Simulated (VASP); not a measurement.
# Te (Pm-3m) in VASP: notebook

The runs below take Te through single point, with HSE06, PBE.

Everything below comes from runs of VASP 6.6.1. Logs are shortened: lines on timing, memory, paths and dates and some standing lists are left out, and cuts for length are marked.

**1. The structure**

Symmetry: Pm-3m, No. 221, cubic system. Conventional cell: a = 3.202 Å, b = 3.202 Å, c = 3.202 Å, α = 90.00°, β = 90.00°, γ = 90.00°. Te (site symmetry m-3m) has 6 Te at 3.20 Å as nearest neighbours.

This isn't the form of Te at room conditions, which is trigonal, of chains.

**2. Single point, HSE06**

Contents of POSCAR:

```
Te
1.0
    3.2020302047      0.0000000000      0.0000000000
    0.0000000000      3.2020302047      0.0000000000
    0.0000000000      0.0000000000      3.2020302047
Te
1
Direct
    0.0000000000      0.0000000000      0.0000000000
```

Contents of INCAR.step1:

```
ALGO     = Normal         # electronic algorithm
EDIFF    = 1E-5           # SCF threshold, eV
ENCUT    = 520            # plane-wave cutoff, eV
GGA      = PE             # functional
ISIF     = 2              # what is computed and relaxed
ISMEAR   = -1             # smearing method
LASPH    = T              # aspherical terms in the spheres
LREAL    = F              # projectors in reciprocal space
LWAVE    = T              # write WAVECAR
NBANDS   = 9              # bands
NELM     = 60             # most SCF steps
PREC     = Accurate       # precision mode
SIGMA    = 0.1            # smearing width, eV
```

Contents of INCAR.step2:

```
ALGO     = Normal         # electronic algorithm
EDIFF    = 1E-7           # SCF threshold, eV
ENCUT    = 520            # plane-wave cutoff, eV
GGA      = PE             # functional
HFSCREEN = 0.2079         # screening, 1/A
ISIF     = 2              # what is computed and relaxed
ISMEAR   = -1             # smearing method
ISTART   = 1            
LASPH    = T              # aspherical terms in the spheres
LCHARG   = T              # write CHGCAR
LELF     = T              # ELF
LHFCALC  = T              # exact exchange
LREAL    = F              # projectors in reciprocal space
LVHAR    = T            
LWAVE    = F              # write WAVECAR
NBANDS   = 9              # bands
NELM     = 60             # most SCF steps
PREC     = Accurate       # precision mode
PRECFOCK = Normal       
SIGMA    = 0.1            # smearing width, eV
```

Contents of KPOINTS:

```
k-points
0
Gamma
  5 5 5
```

Potentials or basis: VASP PAW PBE potentials, release 64 (Te).

Started as:

```sh
> cat potpaw_PBE.64/Te/POTCAR > POTCAR
> cp INCAR.step1 INCAR
> mpirun -np 1 vasp_std > vasp.out
> cp INCAR.step2 INCAR
> mpirun -np 1 vasp_std > vasp.out
```

OUTCAR:

```text
EDIFF = 1E-7
   ENCUT = 520
   GGA = PE
   HFSCREEN = 0.2079
   ISIF = 2
   ISMEAR = -1
   ISTART = 1
   LASPH = T
   LHFCALC = T
   LREAL = F
   NELM = 60
   PREC = Accurate
   PRECFOCK = Normal

 ion  position               nearest neighbor table
   1  0.000  0.000  0.000-

  LATTYP: Found a simple cubic cell.
 ALAT       =     3.2020302047

  Lattice vectors:

 A1 = (   3.2020302047,   0.0000000000,   0.0000000000)
 A2 = (   0.0000000000,   3.2020302047,   0.0000000000)
 A3 = (   0.0000000000,   0.0000000000,   3.2020302047)

Analysis of symmetry for initial positions (statically):
=====================================================================
 Subroutine PRICEL returns:
 Original cell was already a primitive cell.

 Routine SETGRP: Setting up the symmetry group for a
 simple cubic supercell.

 Subroutine GETGRP returns: Found 48 space group operations
 (whereof 48 operations were pure point group operations)
 out of a pool of 48 trial point group operations.

The static configuration has the point symmetry O_h .

Analysis of symmetry for dynamics (positions and initial velocities):
=====================================================================
 Subroutine PRICEL returns:
 Original cell was already a primitive cell.

 Routine SETGRP: Setting up the symmetry group for a
 simple cubic supercell.

 Subroutine GETGRP returns: Found 48 space group operations
 (whereof 48 operations were pure point group operations)
 out of a pool of 48 trial point group operations.

The dynamic configuration has the point symmetry O_h .

 Subroutine INISYM returns: Found 48 space group operations
 (whereof 48 operations are pure point group operations),
 and found     1 'primitive' translations

----------------------------------------------------------------------------------------

                                     Primitive cell

  volume of cell :      32.8304

  direct lattice vectors                    reciprocal lattice vectors
     3.202030205  0.000000000  0.000000000     0.312301864  0.000000000  0.000000000
     0.000000000  3.202030205  0.000000000     0.000000000  0.312301864  0.000000000
     0.000000000  0.000000000  3.202030205     0.000000000  0.000000000  0.312301864

  length of vectors
     3.202030205  3.202030205  3.202030205     0.312301864  0.312301864  0.312301864

  position of ions in fractional coordinates (direct lattice)
     0.000000000  0.000000000  0.000000000

  ion indices of the primitive-cell ions
   primitive index   ion index
                 1           1

----------------------------------------------------------------------------------------

 KPOINTS: k-points

Automatic generation of k-mesh.
 Grid dimensions read from file:
 generate k-points for:    5    5    5

 Generating k-lattice:

  Cartesian coordinates                     Fractional coordinates (reciprocal lattice)
     0.062460373  0.000000000  0.000000000     0.200000000  0.000000000  0.000000000
     0.000000000  0.062460373  0.000000000     0.000000000  0.200000000  0.000000000
     0.000000000  0.000000000  0.062460373     0.000000000  0.000000000  0.200000000

  Length of vectors
     0.062460373  0.062460373  0.062460373

  Shift w.r.t. Gamma in fractional coordinates (k-lattice)
     0.000000000  0.000000000  0.000000000

 Subroutine IBZKPT returns following result:
 ===========================================

 Found     10 irreducible k-points:

 Following reciprocal coordinates:
            Coordinates               Weight
  0.000000  0.000000  0.000000      1.000000
  0.200000  0.000000  0.000000      6.000000
  0.400000  0.000000  0.000000      6.000000
  0.200000  0.200000  0.000000     12.000000
  0.400000  0.200000  0.000000     24.000000
  0.400000  0.400000  0.000000     12.000000
  0.200000  0.200000  0.200000      8.000000
  0.400000  0.200000  0.200000     24.000000
  0.400000  0.400000  0.200000     24.000000
  0.400000  0.400000  0.400000      8.000000
   k-points           NKPTS =     10   k-points in BZ     NKDIM =    125   number of bands    NBANDS=      9
   number of dos      NEDOS =    301   number of ions     NIONS =      1
   total plane-waves  NPLWV =  13824
   dimension x,y,z NGX =    24 NGY =   24 NGZ =   24
   dimension x,y,z NGXF=    48 NGYF=   48 NGZF=   48
   ions per type =               1
   NGX,Y,Z   is equivalent  to a cutoff of  12.46, 12.46, 12.46 a.u.
   NGXF,Y,Z  is equivalent  to a cutoff of  24.92, 24.92, 24.92 a.u.
 SYSTEM =  unknown system
   PREC   = accura    normal or accurate (medium, high low for compatibility)
   ISTART =      1    job   : 0-new  1-cont  2-samecut
   ICHARG =      0    charge: 1-file 2-atom 10-const
   ISPIN  =      1    spin polarized calculation?
   LNONCOLLINEAR =      F non collinear calculations
   LSORBIT =      F    spin-orbit coupling
   LASPH  =      T    aspherical Exc in radial PAW
   ENCUT  =  520.0 eV  38.22 Ry    6.18 a.u.   5.95  5.95  5.95*2*pi/ulx,y,z
   NELM   =     60;   NELMIN=  2; NELMDL=  0     # of ELM steps
   EDIFF  = 0.1E-06   stopping-criterion for ELM
   LREAL  =      F    real-space projection
   EDIFFG = 0.1E-05   stopping-criterion for IOM
   NSW    =      0    number of steps for IOM
   IBRION =     -1    ionic relax: 0-MD 1-quasi-New 2-CG
   NFREE  =      0    steps in history (QN), initial steepest desc. (CG)
   ISIF   =      2    stress and relaxation
   ISYM   =      3    0-nonsym 1-usesym 2-fastsym
   POTIM  = 0.5000    time-step for ionic-motion
   TEBEG  =    0.0;   TEEND  =   0.0 temperature during run
   PSTRESS=    0.0 pullay stress
   NELECT =       6.0000    total number of electrons
   NUPDOWN=      -1.0000    fix difference up-down
   EMIN   =  10.00;   EMAX   =-10.00  energy-range for DOS
   EFERMI =   0.00;   METHOD = LEGACY
   ISMEAR =    -1;   SIGMA  =   0.10  broadening in eV -4-tet -1-fermi 0-gaus
   EFERMI_NEDOS =   21; number of points for ismear=-14 and -15
   IALGO  =     38    algorithm
   IMIX   =      1    mixing-type and parameters
     AMIX     =   0.40;   BMIX     =  1.00
     AMIX_MAG =   1.60;   BMIX_MAG =  1.00
  volume/ion in A,a.u.               =      32.83       221.55
  Fermi-wavevector in a.u.,A,eV,Ry     =   0.929037  1.755626 11.743329  0.863110
  Thomas-Fermi vector in A             =   2.055278
   LORBIT       =      0    0 simple, 1 ext, 2 COOP (PROOUT), +10 PAW based schemes
   GGA     = PE    functional components
   LHFCALC =     T    Hartree Fock is set to
   PRECFOCK=normal    Normal, Fast or Accurate (Low or Medium for compatibility)
   ENCUT4O =  -1.0   cutoff for four orbital integrals eV
   NKREDX  =     1    reduce k-point grid by
   NKREDY  =     1    reduce k-point grid by
   NKREDZ  =     1    reduce k-point grid by
   AEXX    =    0.2500 exact exchange contribution
   HFSCREEN=    0.2079 screening length (either q_TF or 0.3 A-1)
   HFSCREENC=   0.2079 screening length for correlation (either q_TF or 0.3 A-1)
   ENCUTFOCK=  -1.0 apply spherical cutoff to Coloumb kernel
   IVDW    =     0    specifies the selected vdW correction
   LEPSILON=     F    determine dielectric tensor
   LRPA    =     F    only Hartree local field effects (RPA)
 non-spin polarized calculation
  energy-cutoff  :      520.00
  volume of cell :       32.83
 maximum number of plane-waves:       904
 NGX is ok and might be reduce to    24
  NGX = 18; NGY = 18; NGZ = 18

 number of electron       6.0000001 magnetization

 Free energy of the ion-electron system (eV)
  ---------------------------------------------------
  ext. energy  EPLUGINS =         0.00000000
  ---------------------------------------------------
  free energy    TOTEN  =        -3.64736944 eV

  energy without entropy =       -3.61794043  energy(sigma->0) =       -3.63265494

 E-fermi :   5.7870     XC(G=0):  -7.7556

 val. band max:        5.6169337213   @ k =   0.4000   0.2000   0.2000
 cond. band min:       6.0302210407   @ k =   0.4000   0.2000   0.2000
 fundamental gap:      0.4132873194
 Fermi energy:         5.7869932344

 k-point     1 :       0.0000    0.0000    0.0000
  band No.  band energies     occupation
      1      -8.8877      2.00000
      2       7.5748      0.00000
      3       7.5748      0.00000
      4       7.5748      0.00000
      5      12.6849      0.00000
      6      12.6849      0.00000
      7      12.9848      0.00000
      8      24.6338      0.00000
      9      24.6338      0.00000

 k-point     2 :       0.2000    0.0000    0.0000
  band No.  band energies     occupation
      1      -8.3879      2.00000
      2       3.7894      2.00000
      3       8.0214      0.00000
      4       8.0214      0.00000
      5      13.1426      0.00000
      6      13.4305      0.00000
      7      17.3135      0.00000
      8      20.8527      0.00000
      9      20.8527      0.00000

 k-point     3 :       0.4000    0.0000    0.0000
  band No.  band energies     occupation
      1      -7.2586      2.00000
      2       0.0409      2.00000
      3       8.9159      0.00000
      4       8.9159      0.00000
      5      14.2563      0.00000
      6      15.0697      0.00000
      7      17.8557      0.00000
      8      18.0024      0.00000
      9      18.0024      0.00000

 k-point     4 :       0.2000    0.2000    0.0000
  band No.  band energies     occupation
      1      -7.8870      2.00000
      2       4.1962      2.00000
      3       4.3628      2.00000
      4       8.4726      0.00000
      5      13.7508      0.00000
      6      15.9517      0.00000
      7      17.7920      0.00000
      8      18.6797      0.00000
      9      21.0511      0.00000
[... 37 lines left out ...]
 k-point     8 :       0.4000    0.2000    0.2000
  band No.  band energies     occupation
      1      -6.2423      2.00000
      2       1.0171      2.00000
      3       5.6169      1.69122
      4       6.0302      0.16149
      5      13.0352      0.00000
      6      14.0899      0.00000
      7      17.8106      0.00000
      8      19.2232      0.00000
      9      20.8139      0.00000

 k-point     9 :       0.4000    0.4000    0.2000
  band No.  band energies     occupation
      1      -5.0693      2.00000
      2       1.9853      2.00000
      3       2.1040      2.00000
      4       6.8566      0.00005
      5      10.2518      0.00000
      6      14.7315      0.00000
      7      15.0229      0.00000
      8      19.6302      0.00000
      9      20.9849      0.00000

 k-point    10 :       0.4000    0.4000    0.4000
  band No.  band energies     occupation
      1      -3.8420      2.00000
      2       2.9323      2.00000
      3       2.9323      2.00000
      4       3.2346      2.00000
      5      11.2286      0.00000
      6      11.8915      0.00000
      7      11.8915      0.00000
      8      16.1305      0.00000
      9      26.5111      0.00000

------------------------ aborting loop because EDIFF is reached ----------------------------------------

  FORCE on cell =-STRESS in cart. coord.  units (eV):
  Direction    XX          YY          ZZ          XY          YZ          ZX
  --------------------------------------------------------------------------------------
  -------------------------------------------------------------------------------------
  Total       -0.7299392     -0.7299392     -0.7299392     -0.0000000      0.0000000     -0.0000000
  in kB      -35.6222212    -35.6222212    -35.6222212     -0.0000000      0.0000000     -0.0000000
  external PRESSURE =     -35.6222212 kB  Pullay stress =       0.0000000 kB

 VOLUME and BASIS-vectors are now :
 -----------------------------------------------------------------------------
  energy-cutoff  :      520.00
  volume of cell :       32.83
      direct lattice vectors                 reciprocal lattice vectors
     3.202030205  0.000000000  0.000000000     0.312301864  0.000000000  0.000000000
     0.000000000  3.202030205  0.000000000     0.000000000  0.312301864  0.000000000
     0.000000000  0.000000000  3.202030205     0.000000000  0.000000000  0.312301864

 POSITION                                       TOTAL-FORCE (eV/Angst)
 -----------------------------------------------------------------------------------
      0.00000      0.00000      0.00000         0.000000      0.000000      0.000000
 -----------------------------------------------------------------------------------
    total drift:                                0.000000      0.000000     -0.000000

  FREE ENERGIE OF THE ION-ELECTRON SYSTEM (eV)
  ---------------------------------------------------
  free  energy   TOTEN  =        -3.6473694412 eV

  energy  without entropy=       -3.6179404328  energy(sigma->0) =       -3.63265494
```

Run time: 100 s. Hardware: 1 thread of AMD EPYC 9R45 (Zen 5), shared host; peak memory 0.21 GiB.

Results:

```yaml
Free_energy: -3.6474 eV
Pressure: -3.6 GPa
Band_gap_on_the_k_mesh: none (metal or under the smearing width)
```

Caveat: the k mesh is coarse (spacing up to 0.39 Å⁻¹), so the values aren't converged, least of all with exact exchange; the PAW data sets were made with another functional, which shifts forces and pressure a little. The run has no spin-orbit coupling, so splittings on Te are missing.

**3. Single point, PBE**

Contents of INCAR:

```
SYSTEM = Te
ALGO = Normal
EDIFF = 1E-6
ENCUT = 520
GGA = PE
ISIF = 2
ISMEAR = -1
LASPH = .TRUE.
LCHARG = .TRUE.
LELF = .TRUE.
LREAL = .FALSE.
LVHAR = .TRUE.
LWAVE = .FALSE.
NBANDS = 9
NELM = 100
PREC = Accurate
SIGMA = 0.1
```

Contents of KPOINTS:

```
k-points
0
G
  5 5 5
  0 0 0
```

POSCAR is that of step 2.

Potentials or basis: VASP PAW PBE potentials, release 64 (Te).

Started as:

```sh
> cat potpaw_PBE.64/Te/POTCAR > POTCAR
> mpirun -np 1 vasp_std > vasp.out
```

Run time: 2.5 s. Hardware: 1 thread of AMD EPYC 9R45 (Zen 5), shared host; peak memory 0.1 GiB.

The run converged. Its results:

* Free energy: -2.9466 eV
* Pressure: -0.5 GPa
* Band gap on the k mesh: none (metal or under the smearing width)

Levels at points of the mesh, in eV from the Fermi level:
| k point | band 1 | band 2 | band 3 | band 4 | band 5 | band 6 |
| --- | --- | --- | --- | --- | --- | --- |
| (0.00, 0.00, 0.00) | -13.23 | 1.53 | 1.53 | 1.53 | 6.40 | 6.40 |

Caveat: the k mesh is coarse (spacing up to 0.39 Å⁻¹), so the values aren't converged. The run has no spin-orbit coupling, so splittings on Te are missing.
